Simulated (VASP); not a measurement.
# PtS2 (P-3m1) in VASP: settings compared, part 2 of 3

VASP 6.6.1. Earlier steps stand in the parts before.

### Step 4. Band structure, PBE

Contents of POSCAR:

```
PtS2
1.0
    3.5432000000      0.0000000000      0.0000000000
   -1.7716000000      3.0685012107      0.0000000000
    0.0000000000      0.0000000000      5.0388000000
Pt S
1 2
Direct
    0.0000000000      0.0000000000      0.0000000000
    0.6666666667      0.3333333333      0.7730000000
    0.3333333333      0.6666666667      0.2270000000
```

Contents of INCAR.step1:

```
PREC = Accurate ; ENCUT = 550
EDIFF = 1E-6 ; ISMEAR = -1
SIGMA = 0.05 ; LREAL = False
LASPH = True ; NELM = 100
ALGO = Fast ; ISIF = 2
LWAVE = False ; LCHARG = True
LMAXMIX = 4 ; GGA = PE
```

Contents of KPOINTS.step1:

```
Automatic mesh
0
Gamma
  9 9 5
```

Contents of INCAR.step2:

```
PREC = Accurate ; ENCUT = 550
EDIFF = 1E-6 ; ISMEAR = 0
SIGMA = 0.05 ; LREAL = False
LASPH = True ; NELM = 100
ALGO = Fast ; ISIF = 2
LWAVE = False ; LCHARG = False
LMAXMIX = 4 ; GGA = PE
ICHARG = 11
```

Contents of KPOINTS.step2:

```
path GMKGALHA,LM,KH
10
line-mode
reciprocal
 0.0000000000  0.0000000000  0.0000000000  G
 0.5000000000  0.0000000000  0.0000000000  M

 0.5000000000  0.0000000000  0.0000000000  M
 0.3333333333  0.3333333333  0.0000000000  K

 0.3333333333  0.3333333333  0.0000000000  K
 0.0000000000  0.0000000000  0.0000000000  G

 0.0000000000  0.0000000000  0.0000000000  G
 0.0000000000  0.0000000000  0.5000000000  A

 0.0000000000  0.0000000000  0.5000000000  A
 0.5000000000  0.0000000000  0.5000000000  L

 0.5000000000  0.0000000000  0.5000000000  L
 0.3333333333  0.3333333333  0.5000000000  H

 0.3333333333  0.3333333333  0.5000000000  H
 0.0000000000  0.0000000000  0.5000000000  A

 0.5000000000  0.0000000000  0.5000000000  L
 0.5000000000  0.0000000000  0.0000000000  M

 0.3333333333  0.3333333333  0.0000000000  K
 0.3333333333  0.3333333333  0.5000000000  H
```

Potentials or basis: VASP PAW PBE potentials, release 64 (Pt_GW, S_GW).

On the command line:

```
> cat potpaw_PBE.64/Pt_GW/POTCAR potpaw_PBE.64/S_GW/POTCAR > POTCAR
> cp INCAR.step1 INCAR
> cp KPOINTS.step1 KPOINTS
> mpirun -np 1 vasp_std > vasp.out
> cp INCAR.step2 INCAR
> cp KPOINTS.step2 KPOINTS
> mpirun -np 1 vasp_std > vasp.out
```

OUTCAR:

```text
PREC = Accurate
   ENCUT = 550
   EDIFF = 1E-6
   ISMEAR = 0
   LREAL = False
   LASPH = True
   NELM = 100
   ISIF = 2
   GGA = PE
   ICHARG = 11

 ion  position               nearest neighbor table
   1  0.000  0.000  0.000-   2 2.34   3 2.34   2 2.34   3 2.34   2 2.34   3 2.34
   2  0.667  0.333  0.773-   1 2.34   1 2.34   1 2.34
   3  0.333  0.667  0.227-   1 2.34   1 2.34   1 2.34

  LATTYP: Found a hexagonal cell.
 ALAT       =     3.5432000000
 C/A-ratio  =     1.4221043125

  Lattice vectors:

 A1 = (   3.5432000000,   0.0000000000,   0.0000000000)
 A2 = (  -1.7716000000,   3.0685012107,   0.0000000000)
 A3 = (   0.0000000000,   0.0000000000,   5.0388000000)

Analysis of symmetry for initial positions (statically):
=====================================================================
 Subroutine PRICEL returns:
 Original cell was already a primitive cell.

 Routine SETGRP: Setting up the symmetry group for a
 hexagonal supercell.

 Subroutine GETGRP returns: Found 12 space group operations
 (whereof 12 operations were pure point group operations)
 out of a pool of 24 trial point group operations.

The static configuration has the point symmetry D_3d.

Analysis of symmetry for dynamics (positions and initial velocities):
=====================================================================
 Subroutine PRICEL returns:
 Original cell was already a primitive cell.

 Routine SETGRP: Setting up the symmetry group for a
 hexagonal supercell.

 Subroutine GETGRP returns: Found 12 space group operations
 (whereof 12 operations were pure point group operations)
 out of a pool of 24 trial point group operations.

The dynamic configuration has the point symmetry D_3d.

 Subroutine INISYM returns: Found 12 space group operations
 (whereof 12 operations are pure point group operations),
 and found     1 'primitive' translations

----------------------------------------------------------------------------------------

                                     Primitive cell

  volume of cell :      54.7834

  direct lattice vectors                    reciprocal lattice vectors
     3.543200000  0.000000000  0.000000000     0.282230752  0.162946001  0.000000000
    -1.771600000  3.068501211  0.000000000     0.000000000  0.325892001  0.000000000
     0.000000000  0.000000000  5.038800000     0.000000000  0.000000000  0.198459951

  length of vectors
     3.543200000  3.543200000  5.038800000     0.325892001  0.325892001  0.198459951

  position of ions in fractional coordinates (direct lattice)
     0.000000000  0.000000000  0.000000000
     0.666666667  0.333333333  0.773000000
     0.333333333  0.666666667  0.227000000

  ion indices of the primitive-cell ions
   primitive index   ion index
                 1           1
                 2           2
                 3           3

----------------------------------------------------------------------------------------

 KPOINTS: path GMKGALHA,LM,KH

Interpolating k-points between supplied coordinates.

 Line segments in fractional coordinates (reciprocal lattice):
    0.000000  0.000000  0.000000  ...  0.500000  0.000000  0.000000
    0.500000  0.000000  0.000000  ...  0.333333  0.333333  0.000000
    0.333333  0.333333  0.000000  ...  0.000000  0.000000  0.000000
[... 41 lines left out ...]
   ions per type =               1   2
   NGX,Y,Z   is equivalent  to a cutoff of  13.14, 13.14, 13.20 a.u.
   NGXF,Y,Z  is equivalent  to a cutoff of  26.28, 26.28, 26.39 a.u.
 SYSTEM =  unknown system
   PREC   = accura    normal or accurate (medium, high low for compatibility)
   ISTART =      0    job   : 0-new  1-cont  2-samecut
   ICHARG =     11    charge: 1-file 2-atom 10-const
   ISPIN  =      1    spin polarized calculation?
   LNONCOLLINEAR =      F non collinear calculations
   LSORBIT =      F    spin-orbit coupling
   LASPH  =      T    aspherical Exc in radial PAW
   ENCUT  =  550.0 eV  40.42 Ry    6.36 a.u.   6.78  6.78  9.64*2*pi/ulx,y,z
   NELM   =    100;   NELMIN=  2; NELMDL=  0     # of ELM steps
   EDIFF  = 0.1E-05   stopping-criterion for ELM
   LREAL  =      F    real-space projection
   EDIFFG = 0.1E-04   stopping-criterion for IOM
   NSW    =      0    number of steps for IOM
   IBRION =     -1    ionic relax: 0-MD 1-quasi-New 2-CG
   NFREE  =      0    steps in history (QN), initial steepest desc. (CG)
   ISIF   =      2    stress and relaxation
   ISYM   =      2    0-nonsym 1-usesym 2-fastsym
   POTIM  = 0.5000    time-step for ionic-motion
   TEBEG  =    0.0;   TEEND  =   0.0 temperature during run
   PSTRESS=    0.0 pullay stress
   NELECT =      22.0000    total number of electrons
   NUPDOWN=      -1.0000    fix difference up-down
   EMIN   =  10.00;   EMAX   =-10.00  energy-range for DOS
   EFERMI =   0.00;   METHOD = LEGACY
   ISMEAR =     0;   SIGMA  =   0.05  broadening in eV -4-tet -1-fermi 0-gaus
   EFERMI_NEDOS =   21; number of points for ismear=-14 and -15
   IALGO  =     68    algorithm
   IMIX   =      4    mixing-type and parameters
     AMIX     =   0.40;   BMIX     =  1.00
     AMIX_MAG =   1.60;   BMIX_MAG =  1.00
  volume/ion in A,a.u.               =      18.26       123.23
  Fermi-wavevector in a.u.,A,eV,Ry     =   1.207812  2.282434 19.848315  1.458810
  Thomas-Fermi vector in A             =   2.343439
   LORBIT       =      0    0 simple, 1 ext, 2 COOP (PROOUT), +10 PAW based schemes
   GGA     = PE    functional components
   LHFCALC =     F    Hartree Fock is set to
   AEXX    =    0.0000 exact exchange contribution
   IVDW    =     0    specifies the selected vdW correction
   LEPSILON=     F    determine dielectric tensor
   LRPA    =     F    only Hartree local field effects (RPA)
 non-spin polarized calculation
 RMM-DIIS sequential band-by-band and
 Gauss-broadening in eV      SIGMA  =   0.05
  energy-cutoff  :      550.00
  volume of cell :       54.78
 maximum number of plane-waves:      1651
 NGX is ok and might be reduce to    28

 number of electron      21.9999998 magnetization

 Free energy of the ion-electron system (eV)
  ---------------------------------------------------
  ext. energy  EPLUGINS =         0.00000000
  ---------------------------------------------------
  free energy    TOTEN  =       -15.31131748 eV

  energy without entropy =      -15.31131748  energy(sigma->0) =      -15.31131748

 E-fermi :   6.9054     XC(G=0): -10.6956

 val. band max:        6.6930302337   @ k =   0.0741   0.0741   0.0000
 cond. band min:       7.6999875941   @ k =   0.1481   0.1481   0.5000
 fundamental gap:      1.0069573604
 Fermi energy:         6.9054321330

 k-point     1 :       0.0000    0.0000    0.0000
  band No.  band energies     occupation
      1      -8.8551      2.00000
      2      -5.6065      2.00000
      3      -0.3321      2.00000
      4      -0.3321      2.00000
      5      -0.1902      2.00000
      6       2.7289      2.00000
      7       2.7289      2.00000
      8       4.9306      2.00000
      9       5.5753      2.00000
     10       5.5753      2.00000
     11       6.5976      2.00000
     12       9.1708      0.00000
     13       9.1708      0.00000
     14      11.4981      0.00000
[... 401 lines left out ...]
      2      -6.3560      2.00000
      3       0.1023      2.00000
      4       0.4946      2.00000
      5       0.7749      2.00000
      6       1.5896      2.00000
      7       2.0218      2.00000
      8       3.4779      2.00000
      9       4.1434      2.00000
     10       4.4986      2.00000
     11       6.2108      2.00000
     12       7.8170      0.00000
     13       8.6499      0.00000
     14      12.5836      0.00000
     15      14.7796      0.00000

 [... further k-points ...]

------------------------ aborting loop because EDIFF is reached ----------------------------------------

  FORCE on cell =-STRESS in cart. coord.  units (eV):
  Direction    XX          YY          ZZ          XY          YZ          ZX
  --------------------------------------------------------------------------------------
  -------------------------------------------------------------------------------------
  Total        3.0115399      3.0115399      3.0066582     -0.0000000      0.0000000      0.0000000
  in kB       88.0744869     88.0744869     87.9317166     -0.0000000      0.0000000      0.0000000
  external PRESSURE =      88.0268968 kB  Pullay stress =       0.0000000 kB

 VOLUME and BASIS-vectors are now :
 -----------------------------------------------------------------------------
  energy-cutoff  :      550.00
  volume of cell :       54.78
      direct lattice vectors                 reciprocal lattice vectors
     3.543200000  0.000000000  0.000000000     0.282230752  0.162946001  0.000000000
    -1.771600000  3.068501211  0.000000000     0.000000000  0.325892001  0.000000000
     0.000000000  0.000000000  5.038800000     0.000000000  0.000000000  0.198459951

 POSITION                                       TOTAL-FORCE (eV/Angst)
 -----------------------------------------------------------------------------------
      0.00000      0.00000      0.00000        -0.000000      0.000000      0.000000
      1.77160      1.02283      3.89499        -0.000000      0.000000     -0.751516
     -0.00000      2.04567      1.14381         0.000000     -0.000000      0.751516
 -----------------------------------------------------------------------------------
    total drift:                                0.000000     -0.000000     -0.000000

  FREE ENERGIE OF THE ION-ELECTRON SYSTEM (eV)
  ---------------------------------------------------
  free  energy   TOTEN  =       -15.3113174789 eV

  energy  without entropy=      -15.3113174789  energy(sigma->0) =      -15.31131748
```

Run time: 53 s. Hardware: 1 thread of Intel Xeon 6975P-C (Granite Rapids), shared host; peak memory 0.24 GiB.

Results:

```yaml
Band_gap_on_the_k_mesh: 1.01 eV, indirect (least direct gap 1.06 eV)
Band_gap_along_the_path: 1.01 eV, indirect (least direct gap 1.57 eV)
```

Levels at the corners of the path, in eV from the valence-band top:
| point | band 9 | band 10 | band 11 | band 12 | band 13 | band 14 |
| --- | --- | --- | --- | --- | --- | --- |
| Γ | -1.12 | -1.12 | -0.10 | 2.48 | 2.48 | 4.81 |
| M | -3.21 | -2.97 | -2.32 | 1.80 | 2.86 | 5.52 |
| M | -3.21 | -2.97 | -2.32 | 1.80 | 2.86 | 5.52 |
| K | -2.67 | -1.47 | -1.47 | 1.06 | 1.06 | 5.70 |
| K | -2.67 | -1.47 | -1.47 | 1.06 | 1.06 | 5.70 |
| Γ | -1.12 | -1.12 | -0.10 | 2.48 | 2.48 | 4.81 |
| Γ | -1.12 | -1.12 | -0.10 | 2.48 | 2.48 | 4.81 |
| A | -1.30 | -1.30 | -0.88 | 2.95 | 2.95 | 5.47 |
| A | -1.30 | -1.30 | -0.88 | 2.95 | 2.95 | 5.47 |
| L | -3.08 | -2.70 | -1.34 | 2.11 | 2.38 | 5.39 |
| L | -3.08 | -2.70 | -1.34 | 2.11 | 2.38 | 5.39 |
| H | -3.52 | -1.86 | -1.86 | 2.25 | 2.25 | 7.27 |
| H | -3.52 | -1.86 | -1.86 | 2.25 | 2.25 | 7.26 |
| A | -1.30 | -1.30 | -0.88 | 2.95 | 2.95 | 5.47 |
| L | -3.08 | -2.70 | -1.34 | 2.11 | 2.38 | 5.39 |
| M | -3.21 | -2.97 | -2.32 | 1.80 | 2.86 | 5.52 |
| K | -2.67 | -1.47 | -1.47 | 1.06 | 1.06 | 5.70 |
| H | -3.52 | -1.86 | -1.86 | 2.25 | 2.25 | 7.27 |

Caveat: the log is that of the step along the path at fixed density, whose energy, stress, charges and moments have no meaning; spin-orbit coupling is left out, which moves the levels of the heavy elements. Expect the measured gap to be larger: semilocal functionals such as PBE lack the derivative discontinuity.

### Step 5. Born charges and dielectric tensor, PBEsol

Contents of INCAR:

```
PREC = Accurate
ENCUT = 520
EDIFF = 1E-8
ISMEAR = 0
SIGMA = 0.02
LREAL = F
LASPH = T
NELM = 100
ALGO = Fast
ISIF = 2
LWAVE = F
LCHARG = F
GGA = PS
LEPSILON = T
IBRION = 8
```

Contents of KPOINTS:

```
regular mesh
0
Gamma
  9 9 5
```

POSCAR is that of step 4.

Potentials or basis: VASP PAW PBE potentials, release 64 (Pt, S).

On the command line:

```
> cat potpaw_PBE.64/Pt/POTCAR potpaw_PBE.64/S/POTCAR > POTCAR
> mpirun -np 1 vasp_std > vasp.out
```

OUTCAR:

```text
PREC = Accurate
   ENCUT = 520
   EDIFF = 1E-8
   ISMEAR = 0
   LREAL = F
   LASPH = T
   NELM = 100
   ISIF = 2
   GGA = PS
   LEPSILON = T
   IBRION = 8

 ion  position               nearest neighbor table
   1  0.000  0.000  0.000-   2 2.34   3 2.34   2 2.34   3 2.34   2 2.34   3 2.34
   2  0.667  0.333  0.773-   1 2.34   1 2.34   1 2.34
   3  0.333  0.667  0.227-   1 2.34   1 2.34   1 2.34
[... 789 lines left out ...]
     -0.000000  2.045667  1.143808     0.000000   -0.000000    0.707107
[... 43 lines left out ...]
   9 f/i=    0.000544 THz     0.003421 2PiTHz    0.018161 cm-1     0.002252 meV
             X         Y         Z           dx          dy          dz
      0.000000  0.000000  0.000000    -0.171986   -0.850272    0.000000
      1.771600  1.022834  3.894992    -0.069737   -0.344769    0.000000
     -0.000000  2.045667  1.143808    -0.069737   -0.344769    0.000000

--------------------------------------------------------------------------------------------------------

 MACROSCOPIC STATIC DIELECTRIC TENSOR IONIC CONTRIBUTION
 ------------------------------------------------------
           1.367039     0.000000     0.000000
           0.000000     1.367039    -0.000000
           0.000000    -0.000000     0.066340
 ------------------------------------------------------

 ELASTIC MODULI CONTR FROM IONIC RELAXATION (kBar)
 Direction    XX          YY          ZZ          XY          YZ          ZX
 --------------------------------------------------------------------------------
 XX       -1251.1441   -657.7535   -934.8685     -0.0000    522.6881      0.0000
 YY        -657.7535  -1251.1441   -934.8685      0.0000   -522.6881     -0.0000
 ZZ        -934.8685   -934.8685   -915.6898      0.0000      0.0000     -0.0000
 XY          -0.0000      0.0000      0.0000   -296.6953      0.0000    486.2468
 YZ         522.6881   -522.6881      0.0000      0.0000   -920.8194     -0.0000
 ZX           0.0000     -0.0000     -0.0000    486.2468     -0.0000   -796.8981
 --------------------------------------------------------------------------------

 PIEZOELECTRIC TENSOR IONIC CONTR  for field in x, y, z        (C/m^2)
          XX          YY          ZZ          XY          YZ          ZX
  --------------------------------------------------------------------------------
  x    -0.00000     0.00000     0.00000    -0.00000     0.00000     0.00000
  y    -0.00000     0.00000     0.00000     0.00000     0.00000    -0.00000
  z     0.00000     0.00000     0.00000    -0.00000    -0.00000     0.00000
```

OSZICAR:

```text
N       E                     dE             d eps       ncg     rms          rms(c)
DAV:   1     0.113314752838E+03    0.11331E+03   -0.10586E+04  1532   0.131E+03
DAV:   2    -0.131581504344E+02   -0.12647E+03   -0.12346E+03  1892   0.247E+02
DAV:   3    -0.182800678228E+02   -0.51219E+01   -0.50978E+01  1920   0.535E+01
DAV:   4    -0.183348478425E+02   -0.54780E-01   -0.54770E-01  1934   0.610E+00
[... 13 lines left out ...]
RMM:   9    -0.117797994054E+00    0.62521E-06    0.10949E-07  2532   0.280E-04    0.880E-05
RMM:  10    -0.117798298661E+00   -0.30461E-06   -0.78922E-08  2627   0.108E-04    0.257E-05
RMM:  11    -0.117798384945E+00   -0.86284E-07    0.32847E-08  2621   0.845E-05    0.873E-06
RMM:  12    -0.117798379256E+00    0.56888E-08    0.37620E-08  2848   0.612E-05    0.325E-06
 Linear response finished
```

stdout:

```text
POSCAR found type information on POSCAR PtS
 POSCAR found :  2 types and       3 ions
 scaLAPACK will be used
 -----------------------------------------------------------------------------
|                                                                             |
|                                                                             |
[... 47 lines left out ...]
 first order change of Fermi-energy   0.24099E-04
 force on displaced ion       2 direction 1 : -11.451  -0.001  -0.000
 Born effective charge ion    2 direction 1 :  -1.433   0.000   0.000
 Linear response progress:
 first order change of Fermi-energy   0.57655E+01
 force on displaced ion       2 direction 3 :   0.000  -0.000 -12.337
 Born effective charge ion    2 direction 3 :   0.000   0.000   0.312
 Born effective charges drift removed
 Linear response finished
```

Wall time 15 min (1 thread of Intel Xeon Platinum 8259CL at 2.50GHz (Skylake/Cascade Lake), shared host); peak memory 0.51 GiB.

Results:

```
Band gap on the k mesh                                  : 0.96 eV, indirect (least direct gap 1.00 eV)
Electronic dielectric tensor (diagonal)                 : 18.87, 18.87, 10.37
Born charges (mean of the diagonal)                     : Pt +1.70; S -0.85 e
Highest phonon frequency at Γ, LO-TO splitting left out : 348 cm⁻¹
```

Phonon frequencies in cm⁻¹ (negative: imaginary):
```csv
q point,frequencies
"(0.000, 0.000, 0.000)",0 0 0 331 331 335 335 343 348
```

Electronic dielectric tensor:
```
18.87  0.00  0.00
 0.00 18.87  0.00
 0.00  0.00 10.37
```

Born effective charge tensors (e):
atom 1, Pt
```
 2.87  0.00  0.00
 0.00  2.87  0.00
 0.00  0.00 -0.65
```
atom 2, S
```
-1.43  0.00  0.00
 0.00 -1.43  0.00
 0.00  0.00  0.32
```
atom 3, S
```
-1.43  0.00  0.00
 0.00 -1.43  0.00
 0.00  0.00  0.32
```

Caveat: the PAW data sets were made with another functional, which shifts forces and pressure a little; spin-orbit coupling is left out, which moves the levels of the heavy elements; an odd mesh through Γ misses points on the zone boundary, where band edges often lie.

(Continued in part 3 of 3.)
